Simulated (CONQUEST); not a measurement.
Here is a CONQUEST 1.3 calculation.

The input Conquest_input:

```
IO.Title La2O3
IO.Coordinates coords.dat
IO.FractionalAtomicCoords T
IO.Iprint 2
IO.Iprint_init 1
General.NumberOfSpecies 2
General.PseudopotentialType hamann
AtomMove.TypeOfRun static
AtomMove.FullStress T
Grid.GridCutoff 150
DM.SolutionMethod diagon
Diag.MPMesh T
Diag.GammaCentred T
Diag.MPMeshX 7
Diag.MPMeshY 5
Diag.MPMeshZ 4
Diag.kT 0.00183747
minE.SCTolerance 1e-6
SC.MaxIters 100
IO.AtomChargeOutput T
IO.DumpChargeDensity T
IO.DumpESPot T
%block ChemicalSpeciesLabel
1 138.910 La
2 16.000 O
%endblock
```

The input coords.dat:

```
    7.4280936462     0.0000000000     0.0000000000
    0.0000000000    11.5499182392     0.0000000000
    0.0000000000     0.0000000000    12.8658355986
10
  0.0000000000   0.2462356800   0.6666666670 1 T T T
  0.5000000000   0.2462356800   0.1666666670 1 T T T
  0.0000000000   0.7537643200   0.3333333330 1 T T T
  0.5000000000   0.7537643200   0.8333333330 1 T T T
  0.0000000000   0.0000000000   0.0000000000 2 T T T
  0.5000000000   0.0000000000   0.5000000000 2 T T T
  0.0000000000   0.6458906500   0.6666666670 2 T T T
  0.5000000000   0.6458906500   0.1666666670 2 T T T
  0.0000000000   0.3541093500   0.3333333330 2 T T T
  0.5000000000   0.3541093500   0.8333333330 2 T T T
```

Potentials or basis: PseudoDojo NC PBEsol, DZP, grid cutoff 150 Ha.

The run is started by

```sh
$ OMP_NUM_THREADS=1 Conquest
```

(1) Estimate the Mulliken charges.

(2) What does it give for the largest force?

(3) Estimate the pressure.

(4) Estimate the band gap on the k mesh.

Results:

(1) La +1.35; O -0.80, -0.95 e.

(2) 0.017 eV/Å.

(3) -1.4 GPa.

(4) 3.79 eV.

Caveat: the box holds several primitive cells, so bands are folded and the points are those of the box's own zone; spin-orbit coupling is left out, which moves the levels of the heavy elements; an odd mesh through Γ misses points on the zone boundary, where band edges often lie; the basis of atomic orbitals isn't converged, which shifts pressures, moduli and gaps.
